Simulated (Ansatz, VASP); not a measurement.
## B in VASP and in Ansatz

```
B
1.0
     1.70243    0.00000    0.00000
    -0.85122    1.47435    0.00000
     0.00000    0.00000    3.58089
B
1
Direct
  0.00000 0.00000 0.00000
```

Change from the starting cell: strain +0.000 along x and y, -0.015 along z, atoms carried along.

Alike in both runs: task single point; functional PBEsol; k mesh 33 × 33 × 14; occupations gaussian, width 0.15 eV; no spin polarisation.

```csv
,VASP,Ansatz
version,VASP 6.6.1,Ansatz 0.2.0
potentials or method,"VASP PAW PBE potentials, release 64 (B)","scalar-relativistic, plane waves, PAW"
plane-wave cutoff (eV),520,420
valence electrons in the cell,3,3
```

```csv
,VASP,Ansatz,Ansatz less VASP
gap on the k mesh at the Fermi level (eV),none,none,-
pressure (GPa),1.8,1.6,-0.20
largest component of the traceless stress (GPa),2.14,1.85,-0.293
```

A gap of «none» marks a metal or a gap that the smearing closes.

Caveats: the PAW data sets were made with another functional, which shifts forces and pressure a little (VASP).
